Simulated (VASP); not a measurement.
Runs of VASP 6.6.1 on AlN. Symmetry: P6_3mc, No. 186, hexagonal system. The conventional cell has a = 3.113 Å, b = 3.113 Å, c = 4.981 Å, α = 90.00°, β = 90.00°, γ = 120.00°. Al (site symmetry 3m) has 4 N at 1.89 to 1.90 Å as nearest neighbours. N (site symmetry 3m) is surrounded by 4 Al at 1.89 to 1.90 Å. 

```csv
task,level,potentials or basis,cell,cutoff (eV),gap on the mesh (eV),pressure (GPa),largest force (eV/Å)
relaxation of cell and atoms,PBEsol,"VASP PAW PBE potentials, release 64 (Al, N)",relaxed,600,4.12,0.0,-
band structure,TB-mBJ,"VASP PAW PBE potentials, release 64 (Al, N)",as given,520,(b),-,-
band structure,r2SCAN,"VASP PAW PBE potentials, release 64 (Al, N)",as given,520,4.87,-1.4,0.01
band structure,LDA,"VASP PAW LDA potentials, release 64 (Al, N)",as given,520,(a),-4.2,0.01
```

Alike in all rows: no spin polarisation; k mesh 12 × 12 × 6; smearing gaussian 0.03 eV.

Question: Fill in the values left out.

Answer: (a) 4.21; (b) 5.35.

Caveats: the PAW data sets were made with another functional, which shifts forces and pressure a little (some runs).

A k mesh can miss the band edges.

Runs at the PBE level aren't shown here.
